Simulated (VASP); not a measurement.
# Pd under changes of volume

One of the cells (15.058 Å³/atom); the others are scaled copies at fixed shape and fractional positions:

```
Pd
1.0
     2.74213    0.00000    0.00000
    -1.37106    2.37475    0.00000
     0.00000    0.00000    4.62477
Pd
2
Cartesian
  0.0000 1.5832 1.1562
  1.3711 0.7916 3.4686
```

This isn't the form of Pd at room conditions, which is fcc.

```yaml
Program: VASP 6.6.1
Functional: r2SCAN
Potentials_or_basis: VASP PAW PBE potentials, release 64 (Pd)
Cutoff: 520 eV
k_mesh: 10 × 10 × 6
Occupations: fermi-dirac, width 0.05 eV
Spin: no spin polarisation
```

```tsv
volume (Å³/atom)	energy over the lowest point (meV/atom)	pressure (GPa)
14.456	14.78	8.4
14.757	3.49	3.9
15.058	0.00	0.0
15.359	?	?
15.660	12.78	-6.4
```

Q: What does the run at 15.359 Å³/atom give?

A: Energy over the lowest point 3.38 meV/atom; pressure -3.4 GPa.

Worked out: A Birch-Murnaghan fit of order 2 (a polynomial in V^(-2/3)) to the other rows has its minimum at 15.06 Å³/atom with B0 = V·E''(V) = 183 GPa at fixed shape and positions, which overstates the stiffness. It gives 3.25 meV/atom at 15.359 Å³/atom, against the run's 3.38, and -dE/dV = -3.5 GPa, against -3.4.

Energies are extrapolated to zero smearing.

Caveats: the PAW data sets were made with another functional, which shifts forces and pressure a little.
